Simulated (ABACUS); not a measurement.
Wanted: the native input for an ABACUS 3.10.1 run.

- Task: band structure
- Functional: TPSS
- Potentials or basis: SG15 ONCV 1.2 PBE
- Cutoff: 1320 eV
- Density cutoff: 5279 eV
- Basis: plane waves
- Occupations: fermi-dirac, width 0.05 eV
- Spin: no spin polarisation
- Radial cutoff of the potentials (pseudo_rcut): 7 bohr
- Threshold of the eigensolver: 1e-07 Ry
- Density: read from an earlier self-consistent run
- Path: G-H-N-G-P-H, P-N
- Points for each segment of the path: 10
- SCF threshold on the density: 1e-08
- Max SCF steps: 100
- Eigensolver: dav
- Mixing: broyden
- Mixing share: 0.7
- Symmetry key: -1

The system is Ti.

```
Ti
1.0
    -1.64100    1.64100    1.64100
     1.64100   -1.64100    1.64100
     1.64100    1.64100   -1.64100
Ti
1
Direct
  0.00000 0.00000 0.00000
```

This isn't the form of Ti at room conditions, which is hcp.

One way to write it, as run:

INPUT

```
INPUT_PARAMETERS
suffix              Ti
calculation         nscf
basis_type          pw
pseudo_dir          ./
symmetry            -1
dft_functional      MGGA_X_TPSS+MGGA_C_TPSS
ecutwfc             97.0
pseudo_rcut         7
nspin               1
nbands              16
ks_solver           dav
smearing_method     fd
smearing_sigma      0.00367493
scf_thr             1e-08
scf_nmax            100
mixing_type         broyden
mixing_beta         0.7
mixing_tau          1
init_chg            file
pw_diag_thr         1e-07
out_band            1
kpar                4
```

STRU

```
ATOMIC_SPECIES
Ti 47.8670 Ti_ONCV_PBE-1.2.upf

LATTICE_CONSTANT
1.8897261246

LATTICE_VECTORS
-1.6410000000 1.6410000000 1.6410000000
1.6410000000 -1.6410000000 1.6410000000
1.6410000000 1.6410000000 -1.6410000000

ATOMIC_POSITIONS
Direct

Ti
0.0
1
0.0000000000 0.0000000000 0.0000000000 1 1 1
```

KPT

```
K_POINTS
8
Line
0.00000000 0.00000000 0.00000000 10 // G
0.50000000 -0.50000000 0.50000000 10 // H
0.00000000 0.00000000 0.50000000 10 // N
0.00000000 0.00000000 0.00000000 10 // G
0.25000000 0.25000000 0.25000000 10 // P
0.50000000 -0.50000000 0.50000000 1 // H
0.25000000 0.25000000 0.25000000 10 // P
0.00000000 0.00000000 0.50000000 1 // N
```

Potentials or basis: SG15 ONCV 1.2 PBE, plane waves.

Run with:

```console
$ OMP_NUM_THREADS=1 mpirun -np 4 abacus > log
```

Run time: 14 s on 4 MPI ranks on Intel(R) Xeon(R) Platinum 8223CL CPU @ 3.00GHz (Skylake/Cascade Lake), with other jobs on the host, peak memory 0.36 GiB a rank.
